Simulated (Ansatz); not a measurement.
# CdS: the cost of one run

Computed with Ansatz 0.2.0 (DFT PBEsol, frozen-core PAW, scalar-relativistic unless said, unless a step's input says otherwise).

### Step 1. The system as given

Symmetry: Fm-3m, No. 225, cubic system. Conventional cell: a = 5.506 Å, b = 5.506 Å, c = 5.506 Å, α = 90.00°, β = 90.00°, γ = 90.00°. Cd (site symmetry m-3m) is surrounded by 6 S at 2.75 Å. S (site symmetry m-3m) is surrounded by 6 Cd at 2.75 Å.

Coordinates:

```
CELL_PARAMETERS angstrom
0.00000 2.75324 2.75324
2.75324 0.00000 2.75324
2.75324 2.75324 0.00000
ATOMIC_POSITIONS crystal
Cd 0.00000 0.00000 0.00000
S 0.50000 0.50000 0.50000
```

Cartesian axes are those of the input's lattice vectors. The structure goes back to a database entry.

### Step 2. Cell and atoms relaxed, PAW

File input.yaml:

```yaml
crystal:
  lattice:
    - [0.0, 2.753244, 2.753244]
    - [2.753244, 0.0, 2.753244]
    - [2.753244, 2.753244, 0.0]
  atoms:
    - { symbol: Cd, position: [0.0, 0.0, 0.0] }
    - { symbol: S, position: [0.5, 0.5, 0.5] }
kpoints:
  mp_grid: { grid: [16, 16, 16] }
scf:
  occupations: { method: fermi_dirac, width: 0.1 }
hamiltonian:
  xc: pbesol
  pseudopotentials: { kind: paw }
relax:
  f_tol: 0.002
  max_steps: 80
  cell: {}
output:
  forces: true
  stress: true
```

The run is started by

```
$ ansatz run input.yaml --threads 1 --pin off --max-ram 3072MiB --backend cpu --events-out ev --progress --plain --runs-dir out
```

Q: Estimate wall time and peak memory on 1 thread of Arm Neoverse V2, shared host.

About 19 s, with a peak of 0.38 GiB.
